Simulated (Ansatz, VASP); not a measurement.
CdS in VASP and in Ansatz

The input POSCAR:

```
CdS
1.0
    3.3869086140      0.0000000000      0.0000000000
    0.0000000000      3.3869086140      0.0000000000
    0.0000000000      0.0000000000      3.3869086140
Cd S
1 1
Direct
    0.0000000000      0.0000000000      0.0000000000
    0.5000000000      0.5000000000      0.5000000000
```

Contents of INCAR.step1:

```
  PREC = Accurate
  ENCUT = 520
  EDIFF = 1E-5
  ISMEAR = -1
  SIGMA = 0.02
  LREAL = F
  LASPH = T
  NELM = 100
  ALGO = Normal
  ISIF = 2
  LWAVE = T
  LCHARG = F
  GGA = PE
  NBANDS = 16
```

The input INCAR.step2:

```
  PREC = Accurate
  ENCUT = 520
  EDIFF = 1E-6
  ISMEAR = -1
  SIGMA = 0.02
  LREAL = F
  LASPH = T
  NELM = 100
  ALGO = Normal
  ISIF = 2
  LWAVE = F
  LCHARG = F
  GGA = PE
  LHFCALC = T
  HFSCREEN = 0.2079
  PRECFOCK = Normal
  ISTART = 1
  NBANDS = 16
```

The input KPOINTS:

```
Automatic mesh
0
Gamma
  4 4 4
```

Input for Ansatz:

```yaml
crystal:
  lattice:
    - [3.386908614, 0.0, 0.0]
    - [0.0, 3.386908614, 0.0]
    - [0.0, 0.0, 3.386908614]
  atoms:
    - { symbol: Cd, position: [0.0, 0.0, 0.0] }
    - { symbol: S, position: [0.5, 0.5, 0.5] }
kpoints:
  mp_grid: { grid: [4, 4, 4] }
hamiltonian:
  xc: hse06
scf:
  occupations: { method: fermi_dirac, width: 0.02 }
  n_extra_bands: 4
output:
  forces: true
  stress: true
  eigenvalues: true
```

The cell was built by a generator and needn't be a form met in nature.

Alike in both runs: task single point; functional HSE06; k mesh 4 × 4 × 4; occupations fermi-dirac, width 0.02 eV; no spin polarisation.

|  | VASP | Ansatz |
| --- | --- | --- |
| version | VASP 6.6.1 | Ansatz 0.2.0 |
| potentials or method | VASP PAW PBE potentials, release 64 (Cd, S) | plane waves, PAW |
| plane-wave cutoff (eV) | 520 | 420 |
| valence electrons in the cell | 18 | 26 |

```tsv
	VASP	Ansatz	Ansatz less VASP
pressure (GPa)	0.9	0.6	-0.31
```

The two sets of potentials don't hold the same shells in valence. Ansatz warned: «filled_band_counts_differ_across_k_points».

Caveats: the k mesh is coarse (spacing up to 0.46 Å⁻¹), so the values aren't converged, least of all with exact exchange; the PAW data sets were made with another functional, which shifts forces and pressure a little (VASP).
